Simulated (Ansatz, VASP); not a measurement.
**Two plane-wave programs on ScAl3**

```
CELL_PARAMETERS angstrom
4.10533 0.00000 0.00000
0.00000 4.10533 0.00000
0.00000 0.00000 3.77690
ATOMIC_POSITIONS crystal
Sc 0.00000 0.00000 0.00000
Al 0.50000 0.00000 0.50000
Al 0.00000 0.50000 0.50000
Al 0.50000 0.50000 0.00000
```

Change from the starting cell: strain +0.000 along x and y, -0.080 along z, atoms carried along.

Alike in both runs: task single point; functional PBE; k mesh 12 × 12 × 12; occupations gaussian, width 0.15 eV; no spin polarisation.

```csv
,VASP,Ansatz
version,VASP 6.6.1,Ansatz 0.2.0
potentials or method,"VASP PAW PBE potentials, release 64 (Sc_sv, Al)","scalar-relativistic, plane waves, PAW"
plane-wave cutoff (eV),520,420
valence electrons in the cell,20,20
```

```csv
,VASP,Ansatz,Ansatz less VASP
gap on the k mesh at the Fermi level (eV),none,none,-
pressure (GPa),9.1,9.0,-0.06
largest component of the traceless stress (GPa),8.35,8.34,-0.017
```

A gap of «none» marks a metal or a gap that the smearing closes.
